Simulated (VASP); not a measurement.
Write the native input for VASP 6.6.1 that does the following.

| Item | Value |
| --- | --- |
| Task | single point |
| Functional | r2SCAN |
| Potentials or basis | VASP PAW PBE potentials, release 64 (Pt, Se) |
| Cutoff | 520 eV |
| k mesh | 5 × 5 × 5 |
| Occupations | gaussian, width 0.05 eV |
| Spin | collinear spin, ferromagnetic start |
| Starting moments | [0.5, 0.0] μB |
| Hubbard terms | Pt d U = 4 eV |
| Further INCAR settings | ALGO = Normal; EDIFF = 1e-07 |

The structure of PtSe lies in POSCAR:

```
PtSe
1.0
    0.0000000000      3.0374472300      3.0374472300
    3.0374472300      0.0000000000      3.0374472300
    3.0374472300      3.0374472300      0.0000000000
Pt Se
1 1
Direct
    0.0000000000      0.0000000000      0.0000000000
    0.2500000000      0.2500000000      0.2500000000
```

The cell comes from a database or a generator and needn't be the stable form of this composition.

One way to write it, as run:

INCAR

```
SYSTEM = PtSe
ALGO = Normal ; EDIFF = 1E-7
ENCUT = 520 ; ISIF = 2
ISMEAR = 0 ; ISPIN = 2
LASPH = .True. ; LCHARG = .False.
LDAU = .True. ; LDAUJ = 0 0
LDAUL = 2 -1 ; LDAUPRINT = 1
LDAUTYPE = 2 ; LDAUU = 4 0
LMAXMIX = 4 ; LMIXTAU = .True.
LORBIT = 11 ; LREAL = .False.
LWAVE = .False. ; MAGMOM = 0.5 0
METAGGA = R2SCAN ; NELM = 100
PREC = Accurate ; SIGMA = 0.05
```

KPOINTS

```
k-points
0
Gamma
  5 5 5
  0 0 0
```

Potentials or basis: VASP PAW PBE potentials, release 64 (Pt, Se).

Command:

```bash
$ cat potpaw_PBE.64/Pt/POTCAR potpaw_PBE.64/Se/POTCAR > POTCAR
$ mpirun -np 1 vasp_std > vasp.out
```

Results of the run:

```yaml
Pressure: -13.7 GPa
Band_gap_on_the_k_mesh: none (metal or under the smearing width)
Net_moment: 0.90 μB per cell
Site_moments: Pt +0.57; Se +0.20 μB
Valence_electrons_inside_the_program's_atomic_spheres: Pt 9.18; Se 3.68
```

Caveat: the PAW data sets were made with another functional, which shifts forces and pressure a little.

It took 42 s on 1 thread of Intel(R) Xeon(R) 6975P-C (Granite Rapids), on a shared host, peak memory 0.21 GiB.
